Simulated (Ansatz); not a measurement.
## SiO$_{2}$: enthalpy against pressure

SiO$_{2}$, P6_422, a = 5.105 Å, c = 5.585 Å. This isn't the usual stable structure of the compound. Ansatz: PBE, PAW, 420 eV, Γ-centred 6×6×4 mesh on 9 atoms, Gaussian smearing 0.02 eV; no spin polarisation. Cell and atoms are relaxed at each pressure, and no other structure is tried, so the rows at high pressure may lie past a change of phase. y is the enthalpy over the state at zero pressure; there V0 = 14.008 Å³/atom. The pressures are the targets, met within 0.01 GPa.

```tsv
P (GPa)	y (eV/atom)
-1.0	-0.0878
0.0	0.0000
1.0	0.0871
4.0	?
12.0	1.0060
25.0	2.0096
```

**Question.** Fit y = c1 P + c2 P² + c3 P³ to the other rows, say what c1 and c2 mean, and predict the missing value.

**Answer.** Least squares on the rows shown. y = 0.087452 P − 0.00031900 P² + 1.4505×10⁻⁶ P³. Since dH/dP = V, c1 is V0: 0.087452 eV/GPa × 160.2 = 14.010 Å³ against 14.008; c2 = −V0/(2B0) gives B0 = 137 GPa, where a Birch–Murnaghan fit to the volumes of the same runs (not shown) gives 134 GPa. At P = 4.0 the fit asked for gives 0.3448 eV/atom. The run gave 0.3447 eV/atom, so the fit is 0.0001 eV/atom too high, a small miss on the scale of the series.